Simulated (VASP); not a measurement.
Write the native input for VASP 6.6.1 that does the following.

* Task: work function
* Functional: HSE06
* Potentials or basis: VASP PAW PBE potentials, release 64 (S, Sn_d)
* Cutoff: 520 eV
* k mesh: 6 × 6 × 1
* Occupations: gaussian, width 0.03 eV
* Spin: no spin polarisation
* Grid for exact exchange (PRECFOCK): Fast
* Dipole correction: yes
* Screening parameter: 0.2 1/A
* Further INCAR settings: ALGO = Normal; EDIFF = 1e-06

SnS2, a sheet with vacuum:

```
S Sn
1.0
     3.66276    0.00000    0.00000
    -1.83138    3.17204    0.00000
     0.00000    0.00000   18.96000
S Sn
2 1
Direct
  0.33333 0.66667 0.42172
  0.66667 0.33333 0.57828
  0.00000 0.00000 0.50000
```

The cell was built by a generator and needn't be a form met in nature.

These files were run (other wordings do the same):

POSCAR

```
SnS2                                    
1.0
    3.6627591756      0.0000000000      0.0000000000
   -1.8313795878      3.1720424980      0.0000000000
    0.0000000000      0.0000000000     18.9600000000
  S               Sn            
     2     1
Direct
     0.3333330000000032    0.6666669999999968    0.4217236219485484
     0.6666669999999968    0.3333330000000032    0.5782763780514516
     0.0000000000000000    1.0000000000000000    0.5000000000000000
```

INCAR.step1

```
SYSTEM = SnS2
ALGO = Normal
DIPOL = 0.5 0.5 0.500
EDIFF = 1E-5
ENCUT = 520
GGA = PE
IDIPOL = 3
ISIF = 2
ISMEAR = 0
KPAR = 4
LASPH = .TRUE.
LDIPOL = .TRUE.
LREAL = .FALSE.
LWAVE = .TRUE.
NELM = 80
PREC = Accurate
SIGMA = 0.03
```

INCAR.step2

```
SYSTEM = SnS2
ALGO = Normal
DIPOL = 0.5 0.5 0.500
EDIFF = 1E-6
ENCUT = 520
GGA = PE
HFSCREEN = 0.2
IDIPOL = 3
ISIF = 2
ISMEAR = 0
ISTART = 1
KPAR = 4
LASPH = .TRUE.
LCHARG = .TRUE.
LDIPOL = .TRUE.
LHFCALC = .TRUE.
LREAL = .FALSE.
LVACPOTAV = .TRUE.
LVHAR = .TRUE.
LWAVE = .FALSE.
NELM = 80
PREC = Accurate
PRECFOCK = Fast
SIGMA = 0.03
```

KPOINTS

```
k-points
0
G
  6 6 1
  0 0 0
```

Potentials or basis: VASP PAW PBE potentials, release 64 (S, Sn_d).

Launch:

```console
$ cat potpaw_PBE.64/S/POTCAR potpaw_PBE.64/Sn_d/POTCAR > POTCAR
$ cp INCAR.step1 INCAR
$ mpirun -np 4 vasp_std > vasp.out
$ cp INCAR.step2 INCAR
$ mpirun -np 4 vasp_std > vasp.out
```

It gave:

```
Largest force                          : 0.424 eV/Å
Band gap on the k mesh                 : 2.41 eV, indirect (least direct gap 2.70 eV)
Ionisation potential of the upper face : 7.37 eV
```

Caveat: the PAW data sets were made with another functional, which shifts forces and pressure a little; spin-orbit coupling is left out, which moves the levels of the heavy elements.

It took 4.1 min on 4 MPI ranks on Intel(R) Xeon(R) Platinum 8488C (Sapphire Rapids) (shared host), peak memory 0.41 GiB a rank.
